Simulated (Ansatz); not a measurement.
# NaCl, space group Pm-3m: Wannier functions of the valence bands

With the Ansatz DFT code, driven from Python.

Contents of `POSCAR`:
```text
NaCl
1.0
   2.86000000    0.00000000    0.00000000
   0.00000000    2.86000000    0.00000000
   0.00000000    0.00000000    2.86000000
Na Cl
1 1
Direct
   0.00000000    0.00000000    0.00000000
   0.50000000    0.50000000    0.50000000
```

Run as a notebook:

In [1]:
```python
from pathlib import Path
import warnings

import ansatz as az
from ase.io import read
import tomllib
```

In [2]:
```python
SETTINGS = {
    "filling": "fixed",
}
```

In [3]:
```python
warnings.simplefilter("ignore", az.DeckWarning)
```

In [4]:
```python
atoms = read("POSCAR", format="vasp")
system = az.Crystal.from_ase(atoms)
```

In [5]:
```python
system.resolved().sites[-1]
```
Out [5]:
```text
Site(symbol='Cl', position=(0.5, 0.5, 0.5), moment=None, axis=None, held=None, saved=None)
```

In [6]:
```python
model = (
    system.calculation()
    .basis(16 * az.Ha)
    .kpoints(6, center="gamma")
    .occupations(SETTINGS["filling"])
    .wannier(mesh=(4, 4, 4), projections=[az.TrialShell("Cl", "p")], minimise=True)
)
out = model.run(runs_dir="w90")
spreads = tomllib.loads(Path(out.output_folder, "results", "wannier.spreads.toml").read_text())
print("converged:", spreads["converged"], "in", spreads["n_iter"], "steps; least projectability", round(spreads["least_projectability"], 3))
print("invariant, diagonal, off-diagonal spread (A^2):", *(round(spreads[k], 4) for k in ("omega_i_ang2", "omega_d_ang2", "omega_od_ang2")))
for function in spreads["wannier"]:
    print("centre", [round(v, 3) for v in function["r"]], "spread", round(function["spread"], 4))
```
```text
converged: True in 5 steps; least projectability 0.855
invariant, diagonal, off-diagonal spread (A^2): 3.5826 0.0 0.0014
centre [1.43, 1.43, 1.43] spread 1.1946
centre [1.43, 1.43, 1.43] spread 1.1946
centre [1.43, 1.43, 1.43] spread 1.1946
```

Reading the output:
- No functional is typed, so the default, PBE, holds.
- The starting cell is as deposited in a crystallographic database; the results hold for this polymorph, which needn't be the stable one.
- Timing: 2.4 s on 1 thread of Arm Neoverse N1 (shared host), peak memory 0.36 GiB.
